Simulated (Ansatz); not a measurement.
# Li: the cost of one run

Program: Ansatz 0.2.0. Level of theory: DFT PBE, scalar-relativistic, plane waves, PAW. These are calculated values, not measurements.

### Step 1. The structure to begin with

The structure is hexagonal, space group P-6c2 (No. 188). Conventional cell: a = 5.371 Å, b = 5.371 Å, c = 7.730 Å, α = 90.00°, β = 90.00°, γ = 120.00°. Li (site symmetry m) is surrounded by 4 Li at 2.49 to 2.60 Å. Li (site symmetry 32) is surrounded by 6 Li at 2.60 Å.

Structure file:

```cif
data_structure
_symmetry_space_group_name_H-M 'P 1'
_symmetry_Int_Tables_number 1
_cell_length_a 5.3707
_cell_length_b 5.3707
_cell_length_c 7.7303
_cell_angle_alpha 90.000
_cell_angle_beta 90.000
_cell_angle_gamma 120.000
_cell_volume 193.10
loop_
_atom_site_label
_atom_site_type_symbol
_atom_site_fract_x
_atom_site_fract_y
_atom_site_fract_z
_atom_site_occupancy
Li1 Li 0.08915 0.78870 0.75000 1
Li2 Li 0.21130 0.30045 0.75000 1
Li3 Li 0.69955 0.91085 0.75000 1
Li4 Li 0.69955 0.78870 0.25000 1
Li5 Li 0.21130 0.91085 0.25000 1
Li6 Li 0.08915 0.30045 0.25000 1
Li7 Li 0.33333 0.66667 0.50000 1
Li8 Li 0.33333 0.66667 0.00000 1
```

The cell is invented: 4-, 6-connected net of one element (P-6c2, No. 188). The dimensions are guesses.

### Step 2. A first look at the guess

input.yaml

```yaml
crystal:
  lattice:
    - [5.37072304, 0.0, 0.0]
    - [-2.68536152, 4.65118259, 0.0]
    - [0.0, 0.0, 7.73028044]
  atoms:
    - { symbol: Li, position: [0.08915166, 0.78869931, 0.75] }
    - { symbol: Li, position: [0.21130069, 0.30045235, 0.75] }
    - { symbol: Li, position: [0.69954765, 0.91084834, 0.75] }
    - { symbol: Li, position: [0.69954765, 0.78869931, 0.25] }
    - { symbol: Li, position: [0.21130069, 0.91084834, 0.25] }
    - { symbol: Li, position: [0.08915166, 0.30045235, 0.25] }
    - { symbol: Li, position: [0.33333333, 0.66666667, 0.5] }
    - { symbol: Li, position: [0.33333333, 0.66666667, 0.0] }
basis:
  ecutwfc: 420
kpoints:
  mp_grid: { grid: [6, 6, 2] }
hamiltonian:
  xc: pbe
scf:
  occupations: { method: gaussian, width: 0.1 }
  lower_state_search: "off"
output:
  forces: true
  stress: true
  eigenvalues: true
```

Launch:

```
$ ansatz run input.yaml --threads 1 --pin off --max-ram 2560MiB --backend cpu --events-out ev --progress --plain --runs-dir out
```

**Question.** How long does this run take on 1 thread of Arm Neoverse V2, shared host, and how much memory does it need?

About 2.4 s, with a peak of 0.31 GiB.
